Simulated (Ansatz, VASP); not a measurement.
One calculation of Al, two programs

Contents of INCAR:

```
  ALGO = Normal
  EDIFF = 1E-6
  EDIFFG = -0.001
  ENCUT = 600
  GGA = PS
  IBRION = 2
  ISIF = 3
  ISMEAR = -1
  LASPH = True
  LCHARG = False
  LREAL = False
  LWAVE = False
  NELM = 100
  NSW = 80
  PREC = Accurate
  SIGMA = 0.15
```

The input KPOINTS:

```
k-points
0
Gamma
  20 20 20
```

Contents of POSCAR:

```
Al
1.0
    0.0000000000      2.0077938076      2.0077938076
    2.0077938076      0.0000000000      2.0077938076
    2.0077938076      2.0077938076      0.0000000000
Al
1
Direct
    0.0000000000      0.0000000000      0.0000000000
```

Input for Ansatz:

```yaml
crystal:
  lattice:
    - [0.0, 2.0077938077, 2.0077938077]
    - [2.0077938077, 0.0, 2.0077938077]
    - [2.0077938077, 2.0077938077, 0.0]
  atoms:
    - { symbol: Al, position: [0.0, 0.0, 0.0] }
basis:
  ecutwfc: 420
kpoints:
  mp_grid: { grid: [20, 20, 20] }
hamiltonian:
  xc: pbesol
scf:
  occupations: { method: fermi_dirac, width: 0.15 }
output:
  forces: true
  stress: true
  eigenvalues: true
  write_density: true
  write_potential: true
  elf: true
  volumetric_format: npy
relax:
  adjacent_minimum: "off"
  f_tol: 0.001
  max_steps: 60
  cell: { stress_tol: 0.01 }
```

Alike in both runs: task relaxation of cell and atoms; functional PBEsol; k mesh 20 × 20 × 20; occupations fermi-dirac, width 0.15 eV; no spin polarisation.

|  | VASP | Ansatz |
| --- | --- | --- |
| version | VASP 6.6.1 | Ansatz 0.2.0 |
| potentials or method | VASP PAW PBE potentials, release 64 (Al) | scalar-relativistic, plane waves, PAW |
| plane-wave cutoff (eV) | 600 | 420 |
| valence electrons in the cell | 3 | 3 |

|  | VASP | Ansatz | Ansatz less VASP |
| --- | --- | --- | --- |
| gap on the k mesh at the Fermi level, each at its own relaxed structure (eV) | none | none | - |
| relaxed volume (Å³/atom) | 16.21 | 16.20 | -0.013 |
| relaxed cell length with the largest relative difference (Å) | 2.841 | 2.840 | -0.0008 |

A gap of «none» marks a metal or a gap that the smearing closes.

Caveats: the PAW data sets were made with another functional, which shifts forces and pressure a little (VASP).
